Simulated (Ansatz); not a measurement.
**KNbO3 (Pm-3m): equation of state**

The task here is to estimate one member of a computed series from the others.

Method: DFT PBE, scalar-relativistic, plane waves, PAW, in Ansatz 0.2.0.

Spin polarisation is switched off on purpose; where the compound carries moments, volume, stiffness and gap are then not the real material's.

## The starting structure

It takes space group Pm-3m (No. 221, cubic). The conventional cell has a = 4.026 Å, b = 4.026 Å, c = 4.026 Å, α = 90.00°, β = 90.00°, γ = 90.00°. Around K (site symmetry m-3m) lie 12 O at 2.85 Å. Nb (site symmetry m-3m) has 6 O at 2.01 Å as nearest neighbours. O (site symmetry 4/mmm) is surrounded by 2 Nb at 2.01 Å and 4 K at 2.85 Å.

As a file:

```cif
data_structure
_symmetry_space_group_name_H-M 'Pm-3m'
_symmetry_Int_Tables_number 221
_cell_length_a 4.0264
_cell_length_b 4.0264
_cell_length_c 4.0264
_cell_angle_alpha 90.000
_cell_angle_beta 90.000
_cell_angle_gamma 90.000
_cell_volume 65.28
loop_
_atom_site_label
_atom_site_type_symbol
_atom_site_symmetry_multiplicity
_atom_site_Wyckoff_symbol
_atom_site_fract_x
_atom_site_fract_y
_atom_site_fract_z
_atom_site_occupancy
K1 K 1 a 0.00000 0.00000 0.00000 1
Nb1 Nb 1 b 0.50000 0.50000 0.50000 1
O1 O 3 c 0.00000 0.50000 0.50000 1
```

An earlier run at PBE left this cell at 13.055 Å³/atom and 0.00 GPa (8×8×8 mesh).

Volume factors to run: 0.980, 1.020, 0.960, 1.040.

The first run:

The input, input.yaml:

```yaml
crystal:
  lattice:
    - [3.9993829683, 0.0, 0.0]
    - [0.0, 3.9993829683, 0.0]
    - [0.0, 0.0, 3.9993829683]
  atoms:
    - { symbol: K, position: [0.0, 0.0, 0.0] }
    - { symbol: Nb, position: [0.5, 0.5, 0.5] }
    - { symbol: O, position: [0.0, 0.5, 0.5] }
    - { symbol: O, position: [0.5, 0.0, 0.5] }
    - { symbol: O, position: [0.5, 0.5, 0.0] }
basis:
  ecutwfc: 420
  ecutrho_ratio: 4
kpoints:
  mp_grid: { grid: [8, 8, 8] }
hamiltonian:
  xc: pbe
scf:
  occupations: { method: gaussian, width: 0.05 }
output:
  forces: true
  stress: true
  eigenvalues: true
```

Launch:

```bash
> ansatz run input.yaml --threads 1 --pin off --max-ram 2560MiB --backend cpu --events-out ev --progress --plain --runs-dir out
```

Among the steps run: Scaling the volume by 0.980; Scaling the volume by 1.020; At 0.960 of the relaxed volume; Scaling the volume by 1.040.

One table of the session follows, with a row left open; its other results are not shown here.

It belongs to the step «Energy and pressure against volume». 

```
volume (Å³/atom)  energy (meV/atom)  pressure (GPa)  gap (eV)
          12.533              12.38            7.86      1.61
          12.794               2.97            3.71      1.57
          13.055               0.00            0.00      1.53
          13.316                  ?               ?         ?
          13.577              10.67           -6.31      1.45
```

Estimate the missing values for volume (Å³/atom) = 13.316.

Worked estimate for «energy (meV/atom)». A straight line through the neighbours (13.055, 0.00) and (13.577, 10.67) gives 0.00 + (10.67 − 0.00) × (13.316 − 13.055) / (13.577 − 13.055) = 5.34; a parabola fitted to 3 rows on both sides gives 2.57.

**Answer.** energy (meV/atom): 2.76; pressure (GPa): -3.33; gap (eV): 1.49. In «energy (meV/atom)» the line misses by +2.58 and the parabola by -0.19.
